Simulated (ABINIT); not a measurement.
# B (P4/mmm) in ABINIT: settings compared, part 2 of 2

ABINIT 10.8.3 (patched build). The steps go on from the part before.

### 3 Optical spectrum, LDA-PZ (cell relaxed at zero pressure by an earlier run)

Contents of run.abi:

```
# Datasets
ndtset 3

# Pseudopotentials
pp_dirpath "./"
pseudos "B.upf"

# Structure
structure "poscar:POSCAR"
natom 1
chkprim 0
chksymtnons 0
tolsym 1.0e-6

# Plane-wave basis
ecut 1034.032677 eV
ecutsm 0.5

# k points
ngkpt 12 12 18
nshiftk 1
shiftk 0.5 0.5 0.5
istwfk *1

# Exchange and correlation
ixc 2

# Bands and occupations
occopt 3
tsmear 0.00183747

# SCF cycle
nstep 80

# Output
iomode 3
prteig 0
prtebands 0

# Dataset 1: ground state
nband1 6
tolvrs1 1.0e-12
prtden1 1
prtwf1 0
kptopt1 1

# Dataset 2: empty bands at fixed density
iscf2 -3
getden2 1
nband2 18
nbdbuf2 4
tolwfr2 1.0e-12
nstep2 120
prtden2 0
kptopt2 1

# Dataset 3: wave functions and velocity matrix elements in the full zone
optdriver3 8
wfk_task3 "wfk_optics_fullbz"
getwfk3 2
nband3 14
kptopt3 1
prtevk3 1
inclvkb3 2
```

Contents of POSCAR:

```
B
1.0
    2.3174276300      0.0000000000      0.0000000000
    0.0000000000      2.3174276300      0.0000000000
    0.0000000000      0.0000000000      1.5713157200
B
1
Direct
    0.5000000000      0.5000000000      0.5000000000  B
```

Contents of optic.abi:

```
&FILES
 ddkfile_1 = 'runo_DS3_1_EVK.nc',
 ddkfile_2 = 'runo_DS3_2_EVK.nc',
 ddkfile_3 = 'runo_DS3_3_EVK.nc',
 wfkfile = 'runo_DS3_WFK.nc'
/
&PARAMETERS
 broadening = 0.005512,
 domega = 0.002,
 maxomega = 0.8,
 scissor = 0.000000,
 tolerance = 0.002
/
&COMPUTATIONS
 num_lin_comp = 2,
 lin_comp = 11,33,
 num_nonlin_comp = 0
/
```

Potentials or basis: PseudoDojo NC SR LDA v0.4.1 standard.

Run with:

```console
$ abinit run.abi > log 2>&1
$ optic optic.abi > optic.log 2>&1
```

run.abo:

```text
.Version 10.8.3 of ABINIT
 DATASET    1 : space group P4/m m m (#123); Bravais tP (primitive tetrag.)
================================================================================
 Values of the parameters that define the memory need for DATASET  1.
     intxc =       0    ionmov =       0      iscf =       7    lmnmax =       4
     lnmax =       4     mgfft =      27  mpssoang =       2    mqgrid =    3001
     natom =       1  nloc_mem =       1    nspden =       1   nspinor =       1
    nsppol =       1      nsym =      16    n1xccc =    2501    ntypat =       1
    occopt =       3   xclevel =       1
       mpw =         650          nfft =       13122          nkpt =         189
================================================================================
================================================================================
[... 13 lines left out ...]
 DATASET    3 : space group P4/m m m (#123); Bravais tP (primitive tetrag.)
================================================================================
 Values of the parameters that define the memory need for DATASET  3.
     intxc =       0    ionmov =       0      iscf =       7    lmnmax =       4
     lnmax =       4     mgfft =      27  mpssoang =       2    mqgrid =    3001
     natom =       1  nloc_mem =       1    nspden =       1   nspinor =       1
    nsppol =       1      nsym =      16    n1xccc =    2501    ntypat =       1
    occopt =       3   xclevel =       1
       mpw =         650          nfft =       13122          nkpt =         189
================================================================================
================================================================================

--------------------------------------------------------------------------------
------------- Echo of variables that govern the present computation ------------
[... 370 lines left out ...]
--------------------------------------------------------------------------------

 Computation of velocity matrix elements (DDK)

 Parameters extracted from the Abinit header:
    ecut:     38.0
    nkpt:    2592
    mband:   18
    nsppol:  1
    nspinor: 1
    useylm:  0
    inclvkb: 2
    bmin: 1, bmax: 18
    Computing diagonal and off-diagonal matrix elements
    Between band index bmin: 1, bmax: 18

== END DATASET(S) ==============================================================
================================================================================

 -outvars: echo values of variables after computation  --------
            acell      1.0000000000E+00  1.0000000000E+00  1.0000000000E+00 Bohr
           etotal1    -2.9170307742E+00
           etotal2    -2.9170307742E+00
           etotal3     0.0000000000E+00
            fcart1    -0.0000000000E+00 -0.0000000000E+00 -0.0000000000E+00
            fcart3     0.0000000000E+00  0.0000000000E+00  0.0000000000E+00
            rprim      4.3793035373E+00  0.0000000000E+00  0.0000000000E+00
                       0.0000000000E+00  4.3793035373E+00  0.0000000000E+00
                       0.0000000000E+00  0.0000000000E+00  2.9693563681E+00
           strten1     1.4783243277E-04  1.4783243277E-04 -1.8170942419E-04
                       0.0000000000E+00  0.0000000000E+00  0.0000000000E+00
           strten3     0.0000000000E+00  0.0000000000E+00  0.0000000000E+00
                       0.0000000000E+00  0.0000000000E+00  0.0000000000E+00
           xangst      1.1587138150E+00  1.1587138150E+00  7.8565786000E-01
             xred      5.0000000000E-01  5.0000000000E-01  5.0000000000E-01
 Calculation completed.
```

optic_0001_0001-linopt.out:

```text
#calculated the component:  1  1  of dielectric function
 #broadening:    0.000000E+00    5.512000E-03
 #scissors shift:    0.000000E+00
 #energy window:    9.640868E+01eV    3.542954E+00Ha
 # Energy(eV)         Im(eps(w))
    2.721139E-01    7.699145E+00
    8.163416E-01    1.993228E+01
    1.360569E+00    2.100906E+01
    1.904797E+00    2.025102E+01
    2.449025E+00    4.460298E+00
    2.993252E+00    2.458165E+00
[... 32 lines left out ...]
    2.095277E+01    5.151264E-01
    2.149700E+01    3.419474E-01
[... 169 lines left out ...]
    1.904797E+00    6.124618E-01
    2.449025E+00    7.057074E-01
    2.993252E+00    1.957345E-01
[... 32 lines left out ...]
    2.095277E+01    4.756335E-02
    2.149700E+01    2.236274E-02
 # Energy(eV)         absorption coeff (in 10^6 m-1) = omega Im(eps) / c n(eps)
    1.632683E-01    9.413446E-01
    7.074960E-01    2.202060E+01
    1.251724E+00    3.266659E+01
    1.795951E+00    7.534345E+01
    2.340179E+00    7.699953E+01
    2.884407E+00    3.688037E+01
[... 32 lines left out ...]
    2.084392E+01    7.239795E+01
    2.138815E+01    4.381935E+01
```

It took 48 s on 1 thread of Arm Neoverse V1, shared host; peak memory 0.64 GiB.

Results:

```yaml
Free_energy: -79.3765 eV
Pressure: -1.1 GPa
```

Stress tensor (GPa, compression positive):
```
-4.35  0.00  0.00
 0.00 -4.35  0.00
 0.00  0.00  5.35
```

Dielectric function (mean over the directions given):
| energy (eV) | real part | imaginary part |
| --- | --- | --- |
| 0.33 | 21.26 | 5.05 |
| 1.31 | 8.22 | 16.03 |
| 2.29 | -5.72 | 5.82 |
| 3.37 | 2.61 | 3.30 |
| 4.35 | 0.45 | 2.60 |
| 5.44 | 3.38 | 3.51 |
| 6.42 | 3.04 | 1.87 |
| 7.51 | 4.42 | 2.87 |
| 8.49 | -0.82 | 3.02 |
| 9.58 | 0.77 | 3.40 |
| 10.56 | -0.30 | 0.85 |
| 11.65 | 0.20 | 2.86 |
| 12.63 | 0.16 | 0.90 |
| 13.71 | 0.36 | 0.64 |
| 14.69 | 0.36 | 1.17 |
| 15.78 | 0.52 | 0.69 |
| 16.76 | 1.07 | 0.70 |
| 17.85 | 0.40 | 0.79 |
| 18.83 | 0.20 | 1.02 |
| 19.92 | 0.25 | 0.46 |

Caveat: the intraband (Drude) term is left out; spectra need much finer meshes, so this one isn't converged; independent-particle spectra lack excitons.
